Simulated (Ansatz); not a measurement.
**ZnO: from supercell energies to defect levels (O vacancy)**

All numbers below come from DFT PBE, scalar-relativistic, plane waves, PAW (Ansatz 0.2.0). Settings: 420 eV cutoff, 3×3×3 k-mesh, Gaussian smearing of 0.01 eV, collinear spin in charge +1 alone.

Host crystal, relaxed:

```
Zn O
1.0
     3.27939    0.00000    0.00000
    -1.63970    2.84004    0.00000
     0.00000    0.00000    5.29323
Zn O
2 2
Direct
  0.66667 0.33333 0.50060
  0.33333 0.66667 0.00060
  0.66667 0.33333 0.87971
  0.33333 0.66667 0.37971
```

The O vacancy was set at (0.667, 0.333, 0.880) of the host cell, in a supercell of 12 sites (148 Å³), relaxed at fixed cell in each charge q. The host's Kohn–Sham gap is 0.74 eV and its static dielectric constant 10.9 (mean). For each charge: the supercell's free energy over the neutral one with q electrons exchanged at the valence band top, F(q) − F(0) + qE_v; the image-charge term; and the term that aligns the potential far from the defect with the host's.

```csv
q,F(q) − F(0) + qE_v (eV),image charge (eV),alignment (eV)
+2,-1.427,1.430,-1.816
+1,-0.317,0.358,-0.685
0,0.000,0.000,0.000
```

Add the terms and find the levels between neighbouring charges, ε(q/q′) = [A(q′) − A(q)]/(q − q′), with and without the two corrections.

A(q): -1.813 eV for +2, -0.644 eV for +1, 0.000 eV for 0.
```
  level corrected (eV over E_v) uncorrected (eV)
(+2/+1)                     1.17              1.11
 (+1/0)                     0.64              0.32
```

As a check, a point charge in a simple cubic cell of this volume has q²αe²/(2εL) = 0.354 q² eV (e² = 14.40 eV Å, α = 2.837, L = 5.29 Å); the shape of the real cell and the anisotropy of ε can change it somewhat. The term grows as q², so it pushes donor levels down and acceptor levels up. The program doubts the alignment for q = +2, +1, so levels beside it are uncertain by about that term.

Which of these charges is lowest with the Fermi level at the valence band top, at mid-gap and at the conduction band bottom?

The line A(q) + qE_F that lies lowest gives the charge: +2 at E_F = 0.00 eV, +2 at E_F = 0.37 eV, +2 at E_F = 0.74 eV. The level (+2/+1) lies above (+1/0), so charge +1 is never the lowest: a negative-U pattern, with a direct (+2/0) level at 0.91 eV, outside this gap. (+2/+1) falls outside this Kohn–Sham gap, so the change of charge isn't reached within it; the real gap is usually wider and may hold a localised level, while a level that comes from a carrier in the host's bands only marks the band edge and moves with it. In charge +1 the cell has partly filled levels, from a carrier spread over the host's bands, a defect level that the small cell broadens into a band, or a degenerate defect level that the symmetric start can't split, so the levels beside it are doubtful. Without the alignment that the program doubts, the level (+2/+1) would lie at 0.04 eV, inside the gap, so these runs don't decide whether the defect changes charge there. Without the alignment that the program doubts, the level (+1/0) would lie at -0.04 eV, outside the gap, so these runs don't decide whether the defect changes charge there. Charges beyond those computed could lie lower near the band edges.

The neutral defect forms at 3.76 eV with atoms taken from and returned to the elements. What are the formation energies at those three Fermi levels, and what share of sites would hold the defect at 1200 K with E_F at mid-gap, if the host still stood at that temperature?

E_f = E_f(0) + A(q) + qE_F = 1.94, 2.69, 3.43 eV. In the dilute limit the share is exp(−E_f/k_BT) = exp(−2.686/0.1034) = 5.2×10⁻¹², leaving out degeneracy and vibrational entropy. This is the O-rich limit; a poorer supply of O lowers E_f, in a binary host by up to its heat of formation per O atom. The small cell and the narrow Kohn–Sham gap leave errors of tenths of an eV or more, which change the share by orders of magnitude.